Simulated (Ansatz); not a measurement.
Phases of Sn at 16 GPa

Structure types of Sn are relaxed in primitive cells with their symmetry kept at 16 GPa, first on PAW files, then by LAPW. The enthalpy is E + pV at zero temperature, without zero-point motion. Only the types listed were tried, and differences under about 5 meV/atom are mesh noise. Not among the end structures: fcc, which may lie lower.

All numbers are PBE results (scalar-relativistic) from Ansatz 0.2.0, with Fermi–Dirac smearing of 0.1 eV, no spin polarisation. Methods: LAPW: all electrons, basis error target 0.5 meV/atom; PAW: frozen-core files, cutoff 420 eV.

k meshes: bcc 15×15×15, hcp 14×14×8, diamond 11×11×11, sc 13×13×13, omega 7×7×10.

Spin–orbit coupling is left out, which matters for the heavy atoms.

```json
{"start type": "bcc", "ends as": "bcc, Im-3m", "a, b, c (Å)": "3.555, 3.555, 3.555", "V (Å³/atom)": "22.46", "H − H(lowest), LAPW (meV/atom)": "0.1"}
{"start type": "hcp", "ends as": "hcp, P6_3/mmc", "a, b, c (Å)": "3.142, 3.142, 5.284", "V (Å³/atom)": "22.59", "H − H(lowest), LAPW (meV/atom)": "0.0"}
{"start type": "diamond", "ends as": "diamond, Fd-3m", "a, b, c (Å)": "6.131, 6.131, 6.131", "V (Å³/atom)": "28.81", "H − H(lowest), LAPW (meV/atom)": "668.9"}
{"start type": "sc", "ends as": "sc, Pm-3m", "a, b, c (Å)": "2.883, 2.883, 2.883", "V (Å³/atom)": "23.95", "H − H(lowest), LAPW (meV/atom)": "?"}
{"start type": "omega", "ends as": "omega, P6/mmm", "a, b, c (Å)": "5.065, 5.065, 3.054", "V (Å³/atom)": "22.61", "H − H(lowest), LAPW (meV/atom)": "?"}
```

Problem. Give the missing entry: row "sc", column "H − H(lowest), LAPW (meV/atom)".

Solution. 157.9.

Problem. Give the missing entry: row "omega", column "H − H(lowest), LAPW (meV/atom)".

Solution. 24.7.
